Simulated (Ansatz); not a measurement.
MgO: from a trial structure to a relaxed crystal

Method: DFT PBE, scalar-relativistic, plane waves, PAW (Ansatz). Cutoff 420 eV, Γ-centred k mesh, Gaussian smearing, no spin polarisation in the final step.

The start is a random cell of MgO with space group Fmm2 (No. 42), drawn with lower limits on the distances.

```yaml
crystal:
  lattice:
    - [0.00000, 3.55391, 2.95471]
    - [2.03791, 0.00000, 2.95471]
    - [2.03791, 3.55391, 0.00000]
  atoms:
    - { symbol: Mg, position: [0.20794, 0.70794, 0.29206] }
    - { symbol: Mg, position: [0.70794, 0.20794, 0.79206] }
    - { symbol: O, position: [0.16667, 0.50000, 0.83333] }
    - { symbol: O, position: [0.50000, 0.16667, 0.50000] }
```

Cell and atoms relax at zero pressure; the relaxation can't lower the symmetry of the start. After a coarse first stage the cell is made exact in the group found at 0.06 Å.

Formation energies are uncorrected and refer to the elements' standard structures at the same level (O₂ as a molecule).

(1) What does it relax into?

(2) What are its volume, energy, density and gap?

## Answers

(1) It ends in P4/mmm (No. 123). Conventional cell: a = 2.829 Å, c = 5.073 Å. Mg is coordinated by 4 O at 2.00 Å; O has 4 Mg at 2.00 Å.

Space group P4/mmm (No. 123). a = 2.829 Å, b = 2.829 Å, c = 5.073 Å, α = 90.00°, β = 90.00°, γ = 90.00°
```json
{"atom": "Mg", "site": "1a", "symmetry": "4/mmm", "x": "0.0000", "y": "0.0000", "z": "0.0000"}
{"atom": "O", "site": "1c", "symmetry": "4/mmm", "x": "0.5000", "y": "0.5000", "z": "0.0000"}
```

(2) The volume per atom is 20.3 Å³, the density is 1.6 g/cm³ and the energy over the elements is -2.285 eV/atom. The gap on the 10×10×6 mesh is 2.28 eV.

The final run used a 10×10×6 mesh on its 2-atom cell and 0.02 eV smearing. No dispersion correction is applied, so the spacing between layers, chains or molecules is poorly fixed, and with it the volume and density. A structure relaxed within its symmetry needn't be a true minimum. The steps took of the order of 4 core-minutes in all.